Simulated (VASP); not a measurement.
Output of a VASP run:

File OSZICAR:
```
...
DAV:   6    -0.544878649464E+01    0.11907E+00   -0.16077E-01   264   0.192E+00    0.122E+00
DAV:   7    -0.542409917855E+01    0.24687E-01   -0.13819E-01   272   0.183E+00    0.593E-01
DAV:   8    -0.542747051846E+01   -0.33713E-02   -0.96193E-03   268   0.642E-01    0.848E-02
DAV:   9    -0.542785030347E+01   -0.37979E-03   -0.86880E-04   268   0.202E-01    0.752E-02
DAV:  10    -0.542794350975E+01   -0.93206E-04   -0.13211E-04   284   0.809E-02    0.133E-02
DAV:  11    -0.542794143494E+01    0.20748E-05   -0.37078E-05   264   0.314E-02    0.544E-03
DAV:  12    -0.542794187979E+01   -0.44485E-06   -0.37380E-06   276   0.140E-02
   1 F= -.59202303E+01 E0= -.59202303E+01  d E =-.592023E+01
       N       E                     dE             d eps       ncg     rms          rms(c)
DAV:   1    -0.551501611589E+01   -0.87075E-01   -0.14262E+00   240   0.682E+00    0.125E+00
DAV:   2    -0.545529239037E+01    0.59724E-01   -0.81586E-02   244   0.167E+00    0.535E-01
DAV:   3    -0.543831782792E+01    0.16975E-01   -0.53516E-02   240   0.127E+00    0.307E-01
DAV:   4    -0.543826797937E+01    0.49849E-04   -0.57317E-04   264   0.168E-01    0.269E-01
DAV:   5    -0.543816175719E+01    0.10622E-03   -0.50280E-04   268   0.137E-01    0.260E-02
DAV:   6    -0.543814654177E+01    0.15215E-04   -0.52179E-05   264   0.422E-02    0.243E-02
DAV:   7    -0.543814068870E+01    0.58531E-05   -0.94399E-06   276   0.213E-02    0.436E-02
DAV:   8    -0.543814253059E+01   -0.18419E-05   -0.13298E-06   188   0.767E-03    0.676E-03
DAV:   9    -0.543814388722E+01   -0.13566E-05   -0.62849E-07   136   0.468E-03    0.879E-03
DAV:  10    -0.543814334679E+01    0.54043E-06   -0.97707E-08   132   0.245E-03
   2 F= -.59295014E+01 E0= -.59295014E+01  d E =-.927105E-02
       N       E                     dE             d eps       ncg     rms          rms(c)
DAV:   1    -0.561875127407E+01   -0.18061E+00   -0.32595E+00   240   0.102E+01    0.188E+00
DAV:   2    -0.548108772790E+01    0.13766E+00   -0.19090E-01   244   0.252E+00    0.806E-01
DAV:   3    -0.544238574915E+01    0.38702E-01   -0.12252E-01   240   0.191E+00    0.459E-01
DAV:   4    -0.544227081955E+01    0.11493E-03   -0.12839E-03   264   0.250E-01    0.412E-01
DAV:   5    -0.544201557639E+01    0.25524E-03   -0.12149E-03   272   0.211E-01    0.449E-02
DAV:   6    -0.544198009763E+01    0.35479E-04   -0.13633E-04   260   0.661E-02    0.448E-02
DAV:   7    -0.544197160000E+01    0.84976E-05   -0.18198E-05   272   0.293E-02    0.637E-02
DAV:   8    -0.544197372314E+01   -0.21231E-05   -0.27231E-06   260   0.112E-02    0.148E-02
DAV:   9    -0.544197617308E+01   -0.24499E-05   -0.68886E-07   132   0.541E-03    0.126E-02
DAV:  10    -0.544197562392E+01    0.54915E-06   -0.98772E-08   120   0.257E-03
   3 F= -.59329355E+01 E0= -.59329355E+01  d E =-.127052E-01
       N       E                     dE             d eps       ncg     rms          rms(c)
DAV:   1    -0.544995246655E+01   -0.79763E-02   -0.14305E-01   240   0.217E+00    0.400E-01
DAV:   2    -0.544392674152E+01    0.60257E-02   -0.82622E-03   244   0.525E-01    0.168E-01
DAV:   3    -0.544225551744E+01    0.16712E-02   -0.53078E-03   240   0.397E-01    0.979E-02
DAV:   4    -0.544225236903E+01    0.31484E-05   -0.61434E-05   264   0.549E-02    0.793E-02
DAV:   5    -0.544224773746E+01    0.46316E-05   -0.48068E-05   272   0.419E-02    0.834E-03
DAV:   6    -0.544224847389E+01   -0.73643E-06   -0.47709E-06   252   0.127E-02
   4 F= -.59332126E+01 E0= -.59332126E+01  d E =-.129823E-01
```

File OUTCAR:
```
------------------------ aborting loop because EDIFF is reached ----------------------------------------
 Edisp (eV)   -0.49096
  FORCE on cell =-STRESS in cart. coord.  units (eV):
  Direction    XX          YY          ZZ          XY          YZ          ZX
  --------------------------------------------------------------------------------------
  Total      -0.00560    -0.00560    -0.00560     0.00000    -0.00000     0.00000
  in kB      -0.08800    -0.08800    -0.08800     0.00000    -0.00000     0.00000
  external pressure =       -0.09 kB  Pullay stress =        0.00 kB
  volume of cell :      101.88
      direct lattice vectors                 reciprocal lattice vectors
     4.670556125 -0.000000000 -0.000000000     0.214107265 -0.000000000 -0.000000000
     0.000000000  4.670556125  0.000000000     0.000000000  0.214107265 -0.000000000
     0.000000000  0.000000000  4.670556125     0.000000000 -0.000000000  0.214107265
 POSITION                                       TOTAL-FORCE (eV/Angst)
 -----------------------------------------------------------------------------------
      0.00000      0.00000      0.00000        -0.000000      0.000000      0.000000
      2.33528      2.33528      2.33528         0.000000     -0.000000      0.000000
 -----------------------------------------------------------------------------------
    total drift:                               -0.000000      0.000000      0.000000
  FREE ENERGIE OF THE ION-ELECTRON SYSTEM (eV)
  ---------------------------------------------------
  free  energy   TOTEN  =        -5.9332126193 eV

  energy  without entropy=       -5.9332126193  energy(sigma->0) =       -5.93321262

 reached required accuracy - stopping structural energy minimisation
```
(Selected blocks of OUTCAR.)

File POSCAR:
```
CsI
1
    4.5700000000     0.0000000000     0.0000000000
    0.0000000000     4.5700000000     0.0000000000
    0.0000000000     0.0000000000     4.5700000000
Cs I
1 1
Direct
  0.0000000000   0.0000000000   0.0000000000
  0.5000000000   0.5000000000   0.5000000000
```

Q: Reconstruct the remaining input files.

A: This is not unique; one that fits is the input of the run itself, PBE GGA with D3 dispersion (zero damping), plane waves, VASP's PBE PAW potentials (set 64).

INCAR:
```
LCHARG = .False.
SYSTEM = CsI
IBRION = 2   ! conjugate gradients
IVDW = 11   ! D3, zero damping
NSW = 60
PREC = Accurate
GGA = PE   ! PBE
ISIF = 3
ENCUT = 520   ! plane-wave cut-off (eV)
LMAXMIX = 4
ISMEAR = 0
EDIFFG = -0.01
LWAVE = .False.
NELM = 100   ! most electronic steps
ALGO = Normal
EDIFF = 1E-6   ! SCF stop (eV)
LREAL = .False.
SIGMA = 0.05   ! width (eV)
LASPH = .True.   ! aspherical one-centre terms
```

**KPOINTS**
```
Automatic
0
Gamma
5 5 5
```

POTCAR, in this order: Cs_sv I (PBE.64 set). Program: vasp_std.

Energy and stress use the plane-wave basis of the starting cell.

The compound is CsI in the CsCl type structure. This run relaxes it. Symmetry was kept, so distortions that lower it aren't found.
